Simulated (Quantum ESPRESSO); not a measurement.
# Equation of state of Ag under rev-vdW-DF2

Space group Fm-3m (No. 225). a = 4.085 Å, b = 4.085 Å, c = 4.085 Å, α = 90.00°, β = 90.00°, γ = 90.00°
```csv
atom,site,symmetry,x,y,z
Ag,4a,m-3m,0.0000,0.0000,0.0000
```

The cell was scaled at fixed shape and fractions and run with Quantum ESPRESSO, PseudoDojo 0.4.1 SR PBE standard, cutoff 1116 eV; rev-vdW-DF2, k mesh 11 × 11 × 11 on the cell of 1 atom, fermi-dirac occupations of 0.05 eV, no spin polarisation, no spin-orbit coupling. The potentials were made for PBE. Energies are those that the program minimises, any entropy of the smearing included. For a metal such a mesh isn't converged to the digits shown.

```tsv
V (Å³/atom)	energy over the lowest row (meV/atom)
16.0252	30.27
16.3662	14.31
16.7071	4.48
17.0481	0.00
17.3890	0.15
17.7300	?
18.0710	11.86
```

Problem. Fit the third-order Birch-Murnaghan form, give V0, B0 and B′, and predict the energy left open.

Solution. With y = (V0/V)^(2/3), E = E0 + (9 V0 B0/16) [(y - 1)³ B′ + (y - 1)² (6 - 4y)]. Least squares through the rows shown give V0 = 17.2055 Å³/atom, E0 = -0.47 meV, B0 = 102.3 GPa (1 eV/Å³ = 160.218 GPa) and B′ = 6.33, with a largest miss of 0.01 meV. At V = 17.7300 the form with these constants gives 4.27 meV; the run gave 4.32 meV an atom. Measured volume: 17.05 Å³/atom at 293.15 K (a printed reference work), so the fit lies +0.9 % from it. The runs are for a static lattice.
